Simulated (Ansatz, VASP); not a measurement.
WC: VASP beside Ansatz

```
W C
1.0
     2.91659    0.00000    0.00000
    -1.45830    2.52584    0.00000
     0.00000    0.00000    2.83944
W C
1 1
Direct
  0.00000 0.00000 0.00000
  0.66667 0.33333 0.50000
```

The cell is a database's computed one.

Alike in both runs: task relaxation of cell and atoms; functional PBE; k mesh 18 × 18 × 14; occupations gaussian, width 0.1 eV; no spin polarisation.

```csv
,VASP,Ansatz
version,VASP 6.6.1,Ansatz 0.2.0
potentials or method,"VASP PAW PBE potentials, release 64 (W_sv, C)","scalar-relativistic, plane waves, PAW"
plane-wave cutoff (eV),600,420
valence electrons in the cell,18,18
```

|  | VASP | Ansatz | Ansatz less VASP |
| --- | --- | --- | --- |
| gap on the k mesh at the Fermi level, each at its own relaxed structure (eV) | none | none | - |
| relaxed volume (Å³/atom) | 10.55 | 10.52 | -0.027 |
| relaxed cell length with the largest relative difference (Å) | 2.850 | 2.847 | -0.0028 |
| energy change over the relaxation (meV/atom) | -1 | -1 | +0.5 |

A gap of «none» marks a metal or a gap that the smearing closes.

The runs have no spin-orbit coupling, so splittings on W are missing.
